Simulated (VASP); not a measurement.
Write the native input for VASP 6.6.1 that does the following.

```
Task                   : relaxation of cell and atoms
Functional             : LDA
Potentials or basis    : VASP PAW LDA potentials, release 64 (La, O)
Cutoff                 : 600 eV
k mesh                 : 4 × 4 × 8
Occupations            : gaussian, width 0.02 eV
Spin                   : no spin polarisation
Ladder                 : gaps
Further INCAR settings : ALGO = Normal; EDIFF = 1e-07; IBRION = 2; EDIFFG = -0.005; NSW = 60; ISIF = 3
```

The structure of La2O3 lies in POSCAR:

```
La2O3
1.0
    6.3702727145      0.0000000000      0.0000000000
   -3.1851363572      5.5168179998      0.0000000000
    0.0000000000      0.0000000000      3.2898942108
La O
2 3
Direct
    0.6666666667      0.3333333333      0.4981030000
    0.3333333333      0.6666666667      0.5018970000
    0.5046070000      0.0000000000      0.0000000000
    0.0000000000      0.5046070000      0.0000000000
    0.4953930000      0.4953930000      0.0000000000
```

The cell comes from a database or a generator and needn't be the stable form of this composition.

The input as run:

INCAR

```
PREC = Accurate ; ENCUT = 600
EDIFF = 1E-7 ; ISMEAR = 0
SIGMA = 0.02 ; LREAL = False
LASPH = True ; NELM = 60
ALGO = Normal ; ISIF = 3
LWAVE = False ; LCHARG = False
GGA = CA ; IBRION = 2
NSW = 60 ; EDIFFG = -0.005
KPAR = 2
```

KPOINTS

```
regular mesh
0
Gamma
  4 4 8
```

Potentials or basis: VASP PAW LDA potentials, release 64 (La, O).

Launch:

```bash
$ cat potpaw_LDA.64/La/POTCAR potpaw_LDA.64/O/POTCAR > POTCAR
$ mpirun -np 2 vasp_std > vasp.out
```

Results of the run:

* Relaxed volume: 21.85 Å³/atom
* Relaxed cell: a = 6.250 Å, b = 6.250 Å, c = 3.230 Å, α = 90.00°, β = 90.00°, γ = 120.00°
* Space group after relaxing (to 0.05 Å): P6/mmm (No. 191)
* Energy gained by relaxing: 22.5 meV/atom
* Ionic steps: 21
* Pressure after relaxing: 0.0 GPa
* Largest force after relaxing: 0.003 eV/Å
* Band gap on the k mesh: 1.19 eV, indirect (least direct gap 1.82 eV)

Caveat: spin-orbit coupling is left out, which moves the levels of the heavy elements.

It took 13 min on 2 MPI ranks on AMD EPYC 7R13 Processor (Zen 3), on a shared host, peak memory 0.25 GiB a rank.
